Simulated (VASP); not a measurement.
Level of theory: LDA (Ceperley-Alder, Perdew-Zunger), VASP's LDA PAW potentials (set 64) (plane waves; VASP).

The input files of a VASP run:

INCAR:
```
ALGO=Normal   # blocked Davidson
LMAXMIX=4   # l cut-off of mixed one-centre charges
EDIFF=1E-6
ISMEAR=0
LREAL=.FALSE.   # projection in real space or not
LASPH=.TRUE.   # aspherical one-centre terms
NELM=100
PREC=Accurate
NSW=60
EDIFFG=-0.01   # ionic stop
ISIF=3   # ions, shape and volume
SIGMA=0.05
SYSTEM=CsCl
LWAVE=.FALSE.
ENCUT=400   # plane-wave cut-off (eV)
IBRION=2   # conjugate gradients
LCHARG=.FALSE.
```

### KPOINTS
```
Automatic mesh
0
Gamma
6 6 6
0 0 0
```

### POSCAR
```
CsCl
1
    3.9738754760    -0.0000000000    -0.0000000000
    0.0000000000     3.9738754760     0.0000000000
   -0.0000000000     0.0000000000     3.9738754760
Cs Cl
1 1
Direct
  0.0000000000   0.0000000000   0.0000000000
  0.5000000000   0.5000000000   0.5000000000
```

POTCAR, in this order: Cs_sv Cl (LDA.64 set). Program: vasp_std.

The run wrote:

OSZICAR:
```
       N       E                     dE             d eps       ncg     rms          rms(c)
DAV:   1     0.814910248120E+02    0.81491E+02   -0.62305E+03   480   0.963E+02
DAV:   2    -0.251127488148E+01   -0.84002E+02   -0.79448E+02   752   0.174E+02
DAV:   3    -0.762403935505E+01   -0.51128E+01   -0.50882E+01   608   0.479E+01
DAV:   4    -0.767304777464E+01   -0.49008E-01   -0.48995E-01   552   0.583E+00
DAV:   5    -0.767372971836E+01   -0.68194E-03   -0.68187E-03   604   0.670E-01    0.230E+00
DAV:   6    -0.735809296703E+01    0.31564E+00   -0.55907E-01   532   0.455E+00    0.170E+00
DAV:   7    -0.731573970504E+01    0.42353E-01   -0.15273E-01   664   0.230E+00    0.913E-01
DAV:   8    -0.731012888037E+01    0.56108E-02   -0.10072E-02   576   0.742E-01    0.123E-01
DAV:   9    -0.730960234623E+01    0.52653E-03   -0.12181E-03   676   0.232E-01    0.932E-02
DAV:  10    -0.730961821021E+01   -0.15864E-04   -0.87526E-05   580   0.780E-02    0.184E-02
DAV:  11    -0.730962094415E+01   -0.27339E-05   -0.63309E-06   552   0.195E-02    0.379E-03
DAV:  12    -0.730962067274E+01    0.27141E-06   -0.32572E-06   544   0.114E-02
   1 F= -.73096207E+01 E0= -.73096207E+01  d E =-.730962E+01
```

**OUTCAR**
```
------------------------ aborting loop because EDIFF is reached ----------------------------------------
  FORCE on cell =-STRESS in cart. coord.  units (eV):
  Direction    XX          YY          ZZ          XY          YZ          ZX
  --------------------------------------------------------------------------------------
  Total        0.0099787      0.0099787      0.0099787      0.0000000      0.0000000      0.0000000
  in kB        0.2547673      0.2547673      0.2547673      0.0000000      0.0000000      0.0000000
  external PRESSURE =       0.2547673 kB  Pullay stress =       0.0000000 kB
  volume of cell :       62.75
      direct lattice vectors                 reciprocal lattice vectors
     3.973875476  0.000000000  0.000000000     0.251643517  0.000000000  0.000000000
     0.000000000  3.973875476  0.000000000     0.000000000  0.251643517  0.000000000
     0.000000000  0.000000000  3.973875476     0.000000000  0.000000000  0.251643517
 POSITION                                       TOTAL-FORCE (eV/Angst)
 -----------------------------------------------------------------------------------
      0.00000      0.00000      0.00000         0.000000      0.000000      0.000000
      1.98694      1.98694      1.98694         0.000000      0.000000      0.000000
 -----------------------------------------------------------------------------------
    total drift:                                0.000000      0.000000      0.000000
  FREE ENERGIE OF THE ION-ELECTRON SYSTEM (eV)
  ---------------------------------------------------
  free  energy   TOTEN  =        -7.3096206727 eV

  energy  without entropy=       -7.3096206727  energy(sigma->0) =       -7.30962067

 reached required accuracy - stopping structural energy minimisation
```
(Selected blocks of OUTCAR.)

The compound is CsCl in the CsCl type structure. It was relaxed first, which changed the volume by -10 %. The start is the result of an earlier pass.
